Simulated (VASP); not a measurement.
# C (Imma) in VASP: further runs

One crystal, C, is run at these levels: PBE; tasks: single point.

Program: VASP 6.6.1. These are calculated values, not measurements. Logs are shortened: lines on timing, memory, paths and dates and some standing lists are left out, and cuts for length are marked.

## (1) The cell of the first run

It takes space group Imma (No. 74, orthorhombic). Conventional cell: a = 2.475 Å, b = 2.778 Å, c = 3.417 Å, α = 90.00°, β = 90.00°, γ = 90.00°. C (site symmetry mm2) is surrounded by 2 C at 1.44 Å.

This isn't the form of C at room conditions, which is graphite.

## (2) Single point, PBE (strained and moved within a subgroup)

Contents of INCAR:

```
SYSTEM = C
PREC = Accurate
ENCUT = 520
EDIFF = 1E-7
ISMEAR = 0
SIGMA = 0.02
LREAL = .False.
LASPH = .True.
NELM = 60
ALGO = Fast
ISIF = 2
LWAVE = .False.
LCHARG = .False.
GGA = PE
NBANDS = 11
```

Contents of KPOINTS:

```
Automatic mesh
0
Gamma
  12 12 12
  0 0 0
```

Contents of POSCAR:

```
C
1.0
    0.0000000000      1.7501752580      1.7501752580
    1.7083188600     -0.1070040000      1.8571792580
    1.7083188600      1.8571792580     -0.1070040000
C
2
Direct
    0.4831781989      0.5168218011      0.5168218011
    0.7668218011      0.7331781989      0.7331781989
```

Potentials or basis: VASP PAW PBE potentials, release 64 (C).

Launch:

```sh
> cat potpaw_PBE.64/C/POTCAR > POTCAR
> mpirun -np 1 vasp_std > vasp.out
```

OUTCAR:

```text
SYSTEM = C
   PREC = Accurate
   ENCUT = 520
   EDIFF = 1E-7
   ISMEAR = 0
   LREAL = .False.
   LASPH = .True.
   NELM = 60
   ISIF = 2
   GGA = PE

 ion  position               nearest neighbor table
   1  0.483  0.517  0.517-   2 1.44   2 1.44   2 1.69   2 1.69
   2  0.767  0.733  0.733-   1 1.44   1 1.44   1 1.69   1 1.69

  LATTYP: Found a body centered orthorhombic cell.
 ALAT       =     2.4751215864
 B/A-ratio  =     1.1222780399
 C/A-ratio  =     1.3803918720

  Lattice vectors:

 A1 = (  -1.7083188600,   0.1070040000,  -1.8571792580)
 A2 = (  -1.7083188600,  -0.1070040000,   1.8571792580)
 A3 = (   1.7083188600,   1.8571792580,  -0.1070040000)

Analysis of symmetry for initial positions (statically):
=====================================================================
 Subroutine PRICEL returns:
 Original cell was already a primitive cell.

 Routine SETGRP: Setting up the symmetry group for a
 body centered orthorhombic supercell.

 Subroutine GETGRP returns: Found  8 space group operations
 (whereof  4 operations were pure point group operations)
 out of a pool of  8 trial point group operations.

The static configuration has the point symmetry C_2v.
 The point group associated with its full space group is D_2h.

Analysis of symmetry for dynamics (positions and initial velocities):
=====================================================================
 Subroutine PRICEL returns:
 Original cell was already a primitive cell.

 Routine SETGRP: Setting up the symmetry group for a
 body centered orthorhombic supercell.

 Subroutine GETGRP returns: Found  8 space group operations
 (whereof  4 operations were pure point group operations)
 out of a pool of  8 trial point group operations.

The dynamic configuration has the point symmetry C_2v.
 The point group associated with its full space group is D_2h.

 Subroutine INISYM returns: Found  8 space group operations
 (whereof  4 operations are pure point group operations),
 and found     1 'primitive' translations

----------------------------------------------------------------------------------------

                                     Primitive cell

  volume of cell :      11.7453

  direct lattice vectors                    reciprocal lattice vectors
     0.000000000  1.750175258  1.750175258    -0.292685407  0.285685675  0.285685675
     1.708318860 -0.107004000  1.857179258     0.292685407 -0.254558732  0.254558732
     1.708318860  1.857179258 -0.107004000     0.292685407  0.254558732 -0.254558732

  length of vectors
[... 93 lines left out ...]
   NELECT =       8.0000    total number of electrons
   NUPDOWN=      -1.0000    fix difference up-down
   EMIN   =  10.00;   EMAX   =-10.00  energy-range for DOS
   EFERMI =   0.00;   METHOD = LEGACY
   ISMEAR =     0;   SIGMA  =   0.02  broadening in eV -4-tet -1-fermi 0-gaus
   EFERMI_NEDOS =   21; number of points for ismear=-14 and -15
   IALGO  =     68    algorithm
   IMIX   =      4    mixing-type and parameters
     AMIX     =   0.40;   BMIX     =  1.00
     AMIX_MAG =   1.60;   BMIX_MAG =  1.00
  volume/ion in A,a.u.               =       5.87        39.63
  Fermi-wavevector in a.u.,A,eV,Ry     =   1.440403  2.721967 28.228832  2.074761
  Thomas-Fermi vector in A             =   2.559151
   LORBIT       =      0    0 simple, 1 ext, 2 COOP (PROOUT), +10 PAW based schemes
   GGA     = PE    functional components
   LHFCALC =     F    Hartree Fock is set to
   AEXX    =    0.0000 exact exchange contribution
   IVDW    =     0    specifies the selected vdW correction
   LEPSILON=     F    determine dielectric tensor
   LRPA    =     F    only Hartree local field effects (RPA)
 non-spin polarized calculation
 RMM-DIIS sequential band-by-band and
 Gauss-broadening in eV      SIGMA  =   0.02
  energy-cutoff  :      520.00
  volume of cell :       11.75
 maximum number of plane-waves:       328
   NGX =  9   NGY =  9   NGZ =  9

 number of electron       8.0000001 magnetization

 Free energy of the ion-electron system (eV)
  ---------------------------------------------------
  ext. energy  EPLUGINS =         0.00000000
  ---------------------------------------------------
  free energy    TOTEN  =       -17.54350883 eV

  energy without entropy =      -17.54350883  energy(sigma->0) =      -17.54350883

 E-fermi :  10.9497     XC(G=0): -13.0619

 val. band max:       10.7385104546   @ k =   0.0000   0.0000   0.0000
 cond. band min:      11.6331052525   @ k =   0.0000   0.5000   0.5000
 fundamental gap:      0.8945947979
 Fermi energy:        10.9496980406

 k-point     1 :       0.0000    0.0000    0.0000
  band No.  band energies     occupation
      1     -11.9362      2.00000
      2       6.9268      2.00000
      3      10.0512      2.00000
      4      10.7385      2.00000
      5      12.0715      0.00000
      6      12.9210      0.00000
      7      18.4683      0.00000
      8      22.8075      0.00000
      9      28.0758      0.00000
     10      33.0476      0.00000
     11      33.6201      0.00000
[... 309 lines left out ...]
 k-point    24 :       0.3333    0.1667   -0.0000
  band No.  band energies     occupation
      1      -9.1821      2.00000
      2       1.3987      2.00000
      3       5.5207      2.00000
      4       6.5905      2.00000
      5      14.3257      0.00000
      6      16.5765      0.00000
      7      21.6236      0.00000
      8      22.3539      0.00000
      9      29.3714      0.00000
     10      30.4369      0.00000
     11      33.6227      0.00000

 [... further k-points ...]

------------------------ aborting loop because EDIFF is reached ----------------------------------------

  FORCE on cell =-STRESS in cart. coord.  units (eV):
  Direction    XX          YY          ZZ          XY          YZ          ZX
  --------------------------------------------------------------------------------------
  -------------------------------------------------------------------------------------
  Total        3.1582466     -0.8800917     -0.8800917      0.0000000      4.1963105     -0.0000000
  in kB      430.8183032   -120.0538303   -120.0538303      0.0000000    572.4212218     -0.0000000
  external PRESSURE =      63.5702142 kB  Pullay stress =       0.0000000 kB

 VOLUME and BASIS-vectors are now :
 -----------------------------------------------------------------------------
  energy-cutoff  :      520.00
  volume of cell :       11.75
      direct lattice vectors                 reciprocal lattice vectors
     0.000000000  1.750175258  1.750175258    -0.292685407  0.285685675  0.285685675
     1.708318860 -0.107004000  1.857179258     0.292685407 -0.254558732  0.254558732
     1.708318860  1.857179258 -0.107004000     0.292685407  0.254558732 -0.254558732

 POSITION                                       TOTAL-FORCE (eV/Angst)
 -----------------------------------------------------------------------------------
      1.76579      1.75018      1.75018        -4.270465      0.000000      0.000000
      2.50500      2.62526      2.62526         4.270465     -0.000000     -0.000000
 -----------------------------------------------------------------------------------
    total drift:                               -0.000000     -0.000000      0.000000

  FREE ENERGIE OF THE ION-ELECTRON SYSTEM (eV)
  ---------------------------------------------------
  free  energy   TOTEN  =       -17.5435088322 eV

  energy  without entropy=      -17.5435088322  energy(sigma->0) =      -17.54350883
```

OSZICAR:

```text
N       E                     dE             d eps       ncg     rms          rms(c)
DAV:   1     0.145222737956E+01    0.14522E+01   -0.47443E+03  6489   0.694E+02
DAV:   2    -0.178403102023E+02   -0.19293E+02   -0.18719E+02  7937   0.126E+02
DAV:   3    -0.182168825033E+02   -0.37657E+00   -0.37573E+00  7143   0.135E+01
DAV:   4    -0.182175081007E+02   -0.62560E-03   -0.62558E-03  6636   0.702E-01
DAV:   5    -0.182175089274E+02   -0.82664E-06   -0.82664E-06  7080   0.237E-02    0.566E+00
RMM:   6    -0.177086342224E+02    0.50887E+00   -0.20728E-01  6168   0.309E+00    0.334E+00
RMM:   7    -0.175415549846E+02    0.16708E+00   -0.30093E-01  6368   0.395E+00    0.748E-01
RMM:   8    -0.175434342948E+02   -0.18793E-02   -0.97420E-03  6418   0.955E-01    0.624E-02
RMM:   9    -0.175435031752E+02   -0.68880E-04   -0.74559E-04  6911   0.261E-01    0.285E-02
RMM:  10    -0.175435180898E+02   -0.14915E-04   -0.78464E-05  6669   0.695E-02    0.291E-02
RMM:  11    -0.175435085700E+02    0.95198E-05   -0.13177E-05  6924   0.303E-02    0.226E-03
RMM:  12    -0.175435086933E+02   -0.12328E-06   -0.13157E-06  6999   0.114E-02    0.113E-03
RMM:  13    -0.175435088355E+02   -0.14223E-06   -0.59220E-08  5756   0.235E-03    0.530E-04
RMM:  14    -0.175435088322E+02    0.33341E-08   -0.95759E-09  4933   0.974E-04
   1 F= -.17543509E+02 E0= -.17543509E+02  d E =-.245959E-53
```

stdout:

```text
POSCAR found type information on POSCAR C
 POSCAR found :  1 types and       2 ions
 scaLAPACK will be used
 LDA part: xc-table for (Slater+PW92), standard interpolation
 POSCAR, INCAR and KPOINTS ok, starting setup
 FFT: planning ... GRIDC
 FFT: planning ... GRID_SOFT
 FFT: planning ... GRID
 WAVECAR not read
 entering main loop
```

Wall time 21 s (1 thread of Intel Xeon Platinum 8559C (Emerald Rapids), shared host); peak memory 0.13 GiB.

What came out:

```
Free energy            : -17.5435 eV
Pressure               : 6.4 GPa
Largest force          : 4.270 eV/Å
Band gap on the k mesh : 0.89 eV, indirect (least direct gap 1.33 eV)
```

Forces on the atoms (eV/Å):
```
C   -4.270  0.000  0.000
C    4.270  0.000  0.000
```

Caveat: forces of over 1 eV/Å show positions far from the minimum, so gaps and moduli don't describe the material at rest.

## (3) Single point, PBE (strained and moved within a subgroup)

Contents of INCAR:

```
SYSTEM = C
ALGO = Normal ; EDIFF = 1E-6
ENCUT = 520 ; GGA = PE
ISIF = 2 ; ISMEAR = 0
LASPH = .TRUE. ; LCHARG = .FALSE.
LREAL = .FALSE. ; LWAVE = .FALSE.
NBANDS = 11 ; NELM = 60
PREC = Accurate ; SIGMA = 0.02
```

Contents of KPOINTS:

```
k-points
0
G
  12 12 12
  0 0 0
```

Contents of POSCAR:

```
C
1.0
    0.0000000000      1.8451591420      1.7381551420
    1.8451591420      0.0000000000      1.7381551420
    1.8451591420      1.8451591420      0.0000000000
C
2
Direct
    0.5000000000      0.5000000000      0.5000000000
    0.7500000000      0.7500000000      0.7500000000
```

Potentials or basis: VASP PAW PBE potentials, release 64 (C).

Launch:

```sh
> cat potpaw_PBE.64/C/POTCAR > POTCAR
> mpirun -np 1 vasp_std > vasp.out
```

Run time: 16 s. Hardware: 1 thread of Intel Xeon Platinum 8488C (Sapphire Rapids), shared host; peak memory 0.12 GiB.

Results (log left out):

```
Free energy            : -18.0911 eV
Pressure               : -14.9 GPa
Band gap on the k mesh : 2.63 eV, indirect (least direct gap 4.48 eV)
```

Stress tensor (GPa, compression positive):
```
-31.44   0.00   0.00
  0.00 -31.44   0.00
  0.00   0.00  18.33
```

Levels at points of the mesh, in eV from the valence-band top:
```
           k point  band 1  band 2  band 3  band 4  band 5  band 6  band 7  band 8  band 9
(0.00, 0.00, 0.00)  -21.46   -0.82   -0.82    0.00    4.48    5.20    5.20   11.77   18.25
(0.50, 0.00, 0.00)  -15.91  -13.45   -3.72   -2.75    6.80    7.50    8.86   14.78   20.68
(0.50, 0.50, 0.00)  -12.41  -12.41   -7.13   -7.13    3.24    3.24   15.80   15.80   22.42
(0.50, 0.00, 0.50)  -13.30  -13.30   -6.28   -6.28    4.60    4.60   15.35   15.35   21.49
```

A k mesh can miss the band edges.
